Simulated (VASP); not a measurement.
# BN (F-43m) in VASP: elastic constants with LDA

Aim: the elastic constants of BN with LDA.

Everything below comes from runs of VASP 6.6.1. Logs are shortened: lines on timing, memory, paths and dates and some standing lists are left out, and cuts for length are marked.

## 1. The structure

It takes space group F-43m (No. 216, cubic). The conventional cell has a = 3.583 Å, b = 3.583 Å, c = 3.583 Å, α = 90.00°, β = 90.00°, γ = 90.00°. B (site symmetry -43m) is surrounded by 4 N at 1.55 Å. Around N (site symmetry -43m) lie 4 B at 1.55 Å.

The cell was built by a generator and needn't be a form met in nature.

## 2. Elastic constants, LDA

File POSCAR:

```
BN
1.0
   -0.0000000000      1.7913945143      1.7913945143
    1.7913945143      0.0000000000      1.7913945143
    1.7913945143      1.7913945143      0.0000000000
  B               N
     1     1
Direct
     0.0000000000000000    0.0000000000000000    0.0000000000000000
     0.2500000000000000    0.2500000000000000    0.2500000000000000
```

File INCAR.step1:

```
SYSTEM = BN
PREC = Accurate ; ENCUT = 600
EDIFF = 1E-8 ; ISMEAR = -1
SIGMA = 0.05 ; LREAL = .False.
LASPH = .True. ; NELM = 100
ALGO = Fast ; ISIF = 3
LWAVE = .False. ; LCHARG = .False.
GGA = CA ; KPAR = 4
IBRION = 2 ; NSW = 40
EDIFFG = -0.002
```

File INCAR.step2:

```
SYSTEM = BN
PREC = Accurate ; ENCUT = 600
EDIFF = 1E-8 ; ISMEAR = -1
SIGMA = 0.05 ; LREAL = .False.
LASPH = .True. ; NELM = 100
ALGO = Fast ; ISIF = 3
LWAVE = .False. ; LCHARG = .False.
GGA = CA ; KPAR = 4
IBRION = 6 ; NFREE = 2
POTIM = 0.015 ; NSW = 1
```

File KPOINTS:

```
regular mesh
0
Gamma
  10 10 10
  0 0 0
```

Potentials or basis: VASP PAW LDA potentials, release 64 (B, N).

Run with:

```
cat potpaw_LDA.64/B/POTCAR potpaw_LDA.64/N/POTCAR > POTCAR
cp INCAR.step1 INCAR
mpirun -np 4 vasp_std > vasp.out
cp CONTCAR POSCAR
cp INCAR.step2 INCAR
mpirun -np 4 vasp_std > vasp.out
```

OUTCAR:

```text
SYSTEM = BN
   PREC = Accurate
   ENCUT = 600
   EDIFF = 1E-8
   ISMEAR = -1
   LREAL = .False.
   LASPH = .True.
   NELM = 100
   ISIF = 3
   GGA = CA
   IBRION = 6
   NFREE = 2
   POTIM = 0.015
   NSW = 1

 ion  position               nearest neighbor table
   1  0.000  0.000  0.000-   2 1.55   2 1.55   2 1.55   2 1.55
   2  0.250  0.250  0.250-   1 1.55   1 1.55   1 1.55   1 1.55

  LATTYP: Found a face centered cubic cell.
 ALAT       =     3.5827890286

  Lattice vectors:

 A1 = (   0.0000000000,   1.7913945143,   1.7913945143)
 A2 = (   1.7913945143,   0.0000000000,   1.7913945143)
 A3 = (   1.7913945143,   1.7913945143,   0.0000000000)

Analysis of symmetry for initial positions (statically):
=====================================================================
 Subroutine PRICEL returns:
 Original cell was already a primitive cell.

 Routine SETGRP: Setting up the symmetry group for a
 face centered cubic supercell.

 Subroutine GETGRP returns: Found 24 space group operations
 (whereof 24 operations were pure point group operations)
 out of a pool of 48 trial point group operations.

The static configuration has the point symmetry T_d .

Analysis of symmetry for dynamics (positions and initial velocities):
=====================================================================
 Subroutine PRICEL returns:
 Original cell was already a primitive cell.

 Routine SETGRP: Setting up the symmetry group for a
 face centered cubic supercell.

 Subroutine GETGRP returns: Found 24 space group operations
 (whereof 24 operations were pure point group operations)
 out of a pool of 48 trial point group operations.

The dynamic configuration has the point symmetry T_d .

 Subroutine INISYM returns: Found 24 space group operations
 (whereof 24 operations are pure point group operations),
 and found     1 'primitive' translations

----------------------------------------------------------------------------------------

                                     Primitive cell

  volume of cell :      11.4975

  direct lattice vectors                    reciprocal lattice vectors
     0.000000000  1.791394514  1.791394514    -0.279112164  0.279112164  0.279112164
     1.791394514  0.000000000  1.791394514     0.279112164 -0.279112164  0.279112164
     1.791394514  1.791394514  0.000000000     0.279112164  0.279112164 -0.279112164

  length of vectors
     2.533414418  2.533414418  2.533414418     0.483436450  0.483436450  0.483436450

  position of ions in fractional coordinates (direct lattice)
     0.000000000  0.000000000  0.000000000
     0.250000000  0.250000000  0.250000000

  ion indices of the primitive-cell ions
   primitive index   ion index
                 1           1
                 2           2

----------------------------------------------------------------------------------------

 KPOINTS: regular mesh

Automatic generation of k-mesh.
 Grid dimensions read from file:
 generate k-points for:   10   10   10

 Generating k-lattice:

  Cartesian coordinates                     Fractional coordinates (reciprocal lattice)
    -0.027911216  0.027911216  0.027911216     0.100000000  0.000000000  0.000000000
     0.027911216 -0.027911216  0.027911216     0.000000000  0.100000000  0.000000000
     0.027911216  0.027911216 -0.027911216     0.000000000  0.000000000  0.100000000

  Length of vectors
     0.048343645  0.048343645  0.048343645

  Shift w.r.t. Gamma in fractional coordinates (k-lattice)
     0.000000000  0.000000000  0.000000000

 Subroutine IBZKPT returns following result:
 ===========================================

 Found     47 irreducible k-points:

 Following reciprocal coordinates:
            Coordinates               Weight
  0.000000  0.000000  0.000000      1.000000
  0.100000  0.000000  0.000000      8.000000
  0.200000  0.000000  0.000000      8.000000
  0.300000  0.000000  0.000000      8.000000
  0.400000  0.000000  0.000000      8.000000
[... 60 lines left out ...]
  Fermi-wavevector in a.u.,A,eV,Ry     =   1.450675  2.741379 28.632906  2.104459
  Thomas-Fermi vector in A             =   2.568260
   LORBIT       =      0    0 simple, 1 ext, 2 COOP (PROOUT), +10 PAW based schemes
   GGA     = CA    functional components
   LHFCALC =     F    Hartree Fock is set to
   AEXX    =    0.0000 exact exchange contribution
   IVDW    =     0    specifies the selected vdW correction
   LEPSILON=     F    determine dielectric tensor
   LRPA    =     F    only Hartree local field effects (RPA)
 finite differences with symmetry
 non-spin polarized calculation
 RMM-DIIS sequential band-by-band and
  energy-cutoff  :      600.00
  volume of cell :       11.50
 maximum number of plane-waves:       392
   NGX = 11   NGY = 11   NGZ = 11

--------------------------------------- Ionic step        1  -------------------------------------------

 number of electron       7.9999999 magnetization

 Free energy of the ion-electron system (eV)
  ---------------------------------------------------
  ext. energy  EPLUGINS =         0.00000000
  ---------------------------------------------------
  free energy    TOTEN  =       -19.41637836 eV

  energy without entropy =      -19.41637836  energy(sigma->0) =      -19.41637836

------------------------ aborting loop because EDIFF is reached ----------------------------------------

  FORCE on cell =-STRESS in cart. coord.  units (eV):
  Direction    XX          YY          ZZ          XY          YZ          ZX
  --------------------------------------------------------------------------------------
  -------------------------------------------------------------------------------------
  Total       -0.0017423     -0.0017423     -0.0017423      0.0000000     -0.0000000      0.0000000
  in kB       -0.2427882     -0.2427882     -0.2427882      0.0000000     -0.0000000      0.0000000
  external PRESSURE =      -0.2427882 kB  Pullay stress =       0.0000000 kB
[... 89 lines left out ...]
  FREE ENERGIE OF THE ION-ELECTRON SYSTEM (eV)
  ---------------------------------------------------
  free  energy   TOTEN  =       -19.4097003508 eV

  energy  without entropy=      -19.4097003507  energy(sigma->0) =      -19.40970035

[... ionic steps 4 to 14 ...]

--------------------------------------- Ionic step       15  -------------------------------------------

 number of electron       7.9999999 magnetization

------------------------ aborting loop because EDIFF is reached ----------------------------------------
[... 67 lines left out ...]
--------------------------------------- Ionic step       17  -------------------------------------------

 number of electron       7.9999999 magnetization

 Free energy of the ion-electron system (eV)
  ---------------------------------------------------
  ext. energy  EPLUGINS =         0.00000000
  ---------------------------------------------------
  free energy    TOTEN  =       -19.41350014 eV

  energy without entropy =      -19.41350014  energy(sigma->0) =      -19.41350014

 E-fermi :   8.7853     XC(G=0): -13.2343

 val. band max:        7.8644948325   @ k =   0.0000   0.0000   0.0000
 cond. band min:      12.0999469590   @ k =   0.5000   0.5000   0.0000
 fundamental gap:      4.2354521265
 Fermi energy:         8.7852543380

 k-point     1 :       0.0000    0.0000    0.0000
  band No.  band energies     occupation
      1     -12.6487      2.00000
      2       7.5864      2.00000
      3       7.7300      2.00000
      4       7.8645      2.00000
      5      16.4281      0.00000
      6      16.5342      0.00000
      7      16.6555      0.00000
      8      18.6080      0.00000
[... 243 lines left out ...]
 k-point    24 :       0.4000    0.3000    0.0000
  band No.  band energies     occupation
      1      -8.7521      2.00000
      2       0.8726      2.00000
      3       3.1271      2.00000
      4       3.5224      2.00000
      5      13.7792      0.00000
      6      18.4539      0.00000
      7      23.3742      0.00000
      8      23.4919      0.00000

 [... further k-points ...]

------------------------ aborting loop because EDIFF is reached ----------------------------------------

  FORCE on cell =-STRESS in cart. coord.  units (eV):
  Direction    XX          YY          ZZ          XY          YZ          ZX
  --------------------------------------------------------------------------------------
  -------------------------------------------------------------------------------------
  Total        0.0011783      0.0040087      0.0040087      0.0000000      0.0423845      0.0000000
  in kB        0.1641947      0.5586062      0.5586062      0.0000000      5.9062845      0.0000000
  external PRESSURE =       0.4271357 kB  Pullay stress =       0.0000000 kB
[... 17 lines left out ...]
  FREE ENERGIE OF THE ION-ELECTRON SYSTEM (eV)
  ---------------------------------------------------
  free  energy   TOTEN  =       -19.4135001439 eV

  energy  without entropy=      -19.4135001439  energy(sigma->0) =      -19.41350014

 INTERNAL STRAIN TENSORS FROM STRAINED CELLS
 ============================================

 INTERNAL STRAIN TENSOR FOR ION    1 for displacements in x,y,z  (eV/Angst):
          X           Y           Z          XY          YZ          ZX
  --------------------------------------------------------------------------------
  x     0.00000     0.00000    -0.00000    -0.00000     2.82102     0.00000
  y     0.00000     0.00000    -0.00000    -0.00000    -0.00000     2.82143
  z    -0.00000    -0.00000     0.00000     2.82072     0.00000     0.00000

 INTERNAL STRAIN TENSORS FROM DISPLACED ATOMS
 ============================================

 INTERNAL STRAIN TENSOR FOR ION    1 for displacements in x,y,z  (eV/Angst):
          X           Y           Z          XY          YZ          ZX
  --------------------------------------------------------------------------------
  x    -0.00000     0.00000     0.00000     0.00000     2.81822     0.00000
  y     0.00000    -0.00000     0.00000     0.00000     0.00000     2.81822
  z     0.00000     0.00000    -0.00000     2.81822     0.00000     0.00000

 INTERNAL STRAIN TENSOR FOR ION    2 for displacements in x,y,z  (eV/Angst):
          X           Y           Z          XY          YZ          ZX
  --------------------------------------------------------------------------------
  x    -0.00000    -0.00000    -0.00000     0.00000    -2.82433     0.00000
  y    -0.00000     0.00000    -0.00000     0.00000     0.00000    -2.82433
  z    -0.00000    -0.00000    -0.00000    -2.82433     0.00000     0.00000

 Eigenvectors and eigenvalues of the dynamical matrix
 ----------------------------------------------------

   1 f  =   32.016112 THz   201.163165 2PiTHz 1067.942548 cm-1   132.407941 meV
             X         Y         Z           dx          dy          dz
      0.000000  0.000000  0.000000     0.000000    0.751213    0.000000
      0.895697  0.895697  0.895697    -0.000000   -0.660060    0.000000
[... 21 lines left out ...]
   6 f/i=    0.001205 THz     0.007573 2PiTHz    0.040204 cm-1     0.004985 meV
             X         Y         Z           dx          dy          dz
      0.000000  0.000000  0.000000     0.151049   -0.642545    0.000000
      0.895697  0.895697  0.895697     0.171908   -0.731279    0.000000

--------------------------------------------------------------------------------------------------------

 ELASTIC MODULI CONTR FROM IONIC RELAXATION (kBar)
 Direction    XX          YY          ZZ          XY          YZ          ZX
 --------------------------------------------------------------------------------
 XX          -0.0000     -0.0000     -0.0000     -0.0000     -0.0000     -0.0000
 YY          -0.0000     -0.0000     -0.0000     -0.0000     -0.0000      0.0000
 ZZ          -0.0000     -0.0000     -0.0000     -0.0000     -0.0000     -0.0000
 XY          -0.0000     -0.0000     -0.0000    -43.3513      0.0000      0.0000
 YZ          -0.0000     -0.0000     -0.0000      0.0000    -43.3513      0.0000
 ZX          -0.0000      0.0000     -0.0000      0.0000      0.0000    -43.3513
 --------------------------------------------------------------------------------

 TOTAL ELASTIC MODULI (kBar)
 Direction    XX          YY          ZZ          XY          YZ          ZX
 --------------------------------------------------------------------------------
 XX        8214.0741   1915.1181   1915.1181     -0.0000     -0.0000     -0.0000
 YY        1915.1181   8214.0741   1915.1181      0.0000     -0.0000      0.0000
 ZZ        1915.1181   1915.1181   8214.0741     -0.0000     -0.0000     -0.0000
 XY          -0.0000      0.0000     -0.0000   4748.1513      0.0000      0.0000
 YZ          -0.0000     -0.0000     -0.0000      0.0000   4748.1513      0.0000
 ZX          -0.0000      0.0000     -0.0000      0.0000      0.0000   4748.1513
 --------------------------------------------------------------------------------
```

Wall time 43 s (4 MPI ranks of Intel Xeon Platinum 8488C (Sapphire Rapids), shared host); peak memory 0.2 GiB.

What came out:

| Quantity | Value |
| --- | --- |
| Elastic constants C11, C12, C44 | 821, 192, 475 GPa |
| Voigt bulk modulus | 401 GPa |
| Highest phonon frequency at Γ, LO-TO splitting left out | 1068 cm⁻¹ |

Phonon frequencies in cm⁻¹ (negative: imaginary):
```csv
q point,frequencies
"(0.000, 0.000, 0.000)",0 0 0 1068 1068 1068
```

Elastic tensor in Voigt notation (GPa, in the Cartesian axes of the cell as first typed):
```
821 192 192   0   0   0
192 821 192   0   0   0
192 192 821   0   0   0
  0   0   0 475   0   0
  0   0   0   0 475   0
  0   0   0   0   0 475
```

Clamped-ion elastic tensor (GPa):
```
821 192 192   0   0   0
192 821 192   0   0   0
192 192 821   0   0   0
  0   0   0 479   0   0
  0   0   0   0 479   0
  0   0   0   0   0 479
```
